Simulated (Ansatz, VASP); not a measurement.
**Nb: VASP beside Ansatz**

The input INCAR:

```
PREC     = Accurate       # precision mode
ENCUT    = 520            # plane-wave cutoff, eV
EDIFF    = 1E-8           # SCF threshold, eV
ISMEAR   = -1             # smearing method
SIGMA    = 0.03           # smearing width, eV
LREAL    = F              # projectors in reciprocal space
LASPH    = T              # aspherical terms in the spheres
NELM     = 60             # most SCF steps
ALGO     = Normal         # electronic algorithm
ISIF     = 2              # what is computed and relaxed
LWAVE    = F              # write WAVECAR
LCHARG   = F              # write CHGCAR
GGA      = PE             # functional
LEFG     = T            
NBANDS   = 12             # bands
```

The input KPOINTS:

```
regular mesh
0
Gamma
  13 13 13
```

Contents of POSCAR:

```
Nb
1.0
    2.7347506807      0.0000000000      0.0000000000
    0.0000000000      2.7347506807      0.0000000000
    0.0000000000      0.0000000000      2.7347506807
Nb
1
Direct
    0.0000000000      0.0000000000      0.0000000000
```

Input for Ansatz:

```yaml
crystal:
  lattice:
    - [2.7347506807, 0.0, 0.0]
    - [0.0, 2.7347506807, 0.0]
    - [0.0, 0.0, 2.7347506807]
  atoms:
    - { symbol: Nb, position: [0.0, 0.0, 0.0] }
kpoints:
  mp_grid: { grid: [13, 13, 13] }
scf:
  occupations: { method: fermi_dirac, width: 0.03 }
hamiltonian:
  xc: pbe
  pseudopotentials: { kind: paw }
output:
  forces: true
  stress: true
  eigenvalues: true
  efg: { contact_densities: true }
```

Change from the starting cell: volume scaled by 1.02, PAW files.

Alike in both runs: task electric field gradients; functional PBE; k mesh 13 × 13 × 13; occupations fermi-dirac, width 0.03 eV; no spin polarisation.

```csv
,VASP,Ansatz
version,VASP 6.6.1,Ansatz 0.2.0
potentials or method,"VASP PAW PBE potentials, release 64 (Nb_sv)","PAW with Ansatz's default frozen-core files, scalar-relativistic"
plane-wave cutoff (eV),520,420
valence electrons in the cell,13,13
```

```tsv
	VASP	Ansatz	Ansatz less VASP
pressure (GPa)	-2.8	-2.5	+0.21
Vzz of the field gradient on the site that differs most (V/Å²)	0.0	0.0	0.00
```

Ansatz warned: «gradients_without_spin_orbit».
